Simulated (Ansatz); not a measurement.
# Ge: relaxed-ion elastic tensor

Computed with DFT PBE, scalar-relativistic, plane waves, PAW in Ansatz. Cutoff 420 eV, 12×12×8 k-points (Γ-centred), Fermi-Dirac smearing of 0.15 eV. No spin polarisation.

The cell, relaxed at this level:
```xyz
4
Lattice="4.0581 0.0000 0.0000 -2.0291 3.5144 0.0000 0.0000 0.0000 6.6959" Properties=species:S:1:pos:R:3 pbc="T T T"
Ge    0.0000    2.3430    0.4211
Ge    2.0291    1.1715    3.7690
Ge    0.0000    2.3430    2.9268
Ge    2.0291    1.1715    6.2748
```

The cell was found from a structure generator's guess, not taken from experiment. In a metal, frequencies and elastic constants depend on the k mesh and the smearing, soft modes and shear constants most. This form isn't the element's ground state: it lies 15 meV/atom above the standard structure at this level.

Problem. Give the relaxed-ion elastic constants (GPa, Voigt order xx yy zz yz xz xy, on the Cartesian axes of the cell above).

Solution.
C11 = 121.7, C12 = 33.0, C13 = 20.5, C22 = 121.7, C23 = 20.5, C33 = 140.1, C44 = 35.7, C55 = 35.7, C66 = 44.4 GPa; the others vanish.

Problem. Is the crystal stable against homogeneous strain?

Solution. Yes: the least eigenvalue of the tensor is 35.7 GPa.

Problem. And the moduli of a polycrystal (Hill averages)?

Solution. B = 59 GPa, G = 43 GPa, E = 104 GPa, ν = 0.21.
